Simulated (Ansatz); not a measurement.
# CdSe (Cadmoselite): the cost of one run

Computed with Ansatz 0.2.0 (DFT PBEsol, scalar-relativistic, plane waves, PAW, unless a step's input says otherwise).

The COD entry's cell or inner coordinates are ideal or old and differ from later refinements, so a difference from it is no clean test against experiment.

That is the level of the relaxation; later steps name their own.

1 further run of the same task is left out (set aside as unsound or not needed).

### Step 1. The system as given

The structure is hexagonal, space group P6_3mc (No. 186). Conventional cell: a = 4.301 Å, b = 4.301 Å, c = 7.022 Å, α = 90.00°, β = 90.00°, γ = 120.00°. Cd (site symmetry 3m) is surrounded by 4 Se at 2.63 to 2.64 Å. Se (site symmetry 3m) has 4 Cd at 2.63 to 2.64 Å as nearest neighbours.

Structure file:

```xyz
4
Lattice="4.3010 0.0000 0.0000 -2.1505 3.7248 0.0000 0.0000 0.0000 7.0221" Properties=species:S:1:pos:R:3 pbc="T T T"
Cd    0.0000    2.4832    0.0330
Cd    2.1505    1.2416    3.5440
Se    0.0000    2.4832    2.6706
Se    2.1505    1.2416    6.1816
```

This cell was relaxed beforehand with the same method: volume 28.12 Å³/atom, gap on the mesh 0.54 eV.

### Step 2. Band edges over the whole zone

input.yaml

```yaml
crystal:
  lattice:
    - [4.3010051068, 0.0, 0.0]
    - [-2.1505025534, 3.7247796843, 0.0]
    - [0.0, 0.0, 7.0220889238]
  atoms:
    - { symbol: Cd, position: [0.3333333333, 0.6666666667, 0.0046927273] }
    - { symbol: Cd, position: [0.6666666667, 0.3333333333, 0.5046927273] }
    - { symbol: Se, position: [0.3333333333, 0.6666666667, 0.3803072727] }
    - { symbol: Se, position: [0.6666666667, 0.3333333333, 0.8803072727] }
basis:
  ecutwfc: 420
kpoints:
  mp_grid: { grid: [9, 9, 6] }
  band_path: { path: [VBM, CBM], npoints: 2 }
hamiltonian:
  xc: pbesol
scf:
  occupations: { method: gaussian, width: 0.02 }
output:
  forces: true
  stress: true
  eigenvalues: true
```

Command:

```sh
$ ansatz run input.yaml --threads 2 --pin off --max-ram 5120MiB --backend cpu --events-out ev --progress --plain --runs-dir out
```

**Question.** How long does this run take on 2 threads of Arm Neoverse V2, shared host, and how much memory does it need?

About 19 s, with a peak of 0.45 GiB.
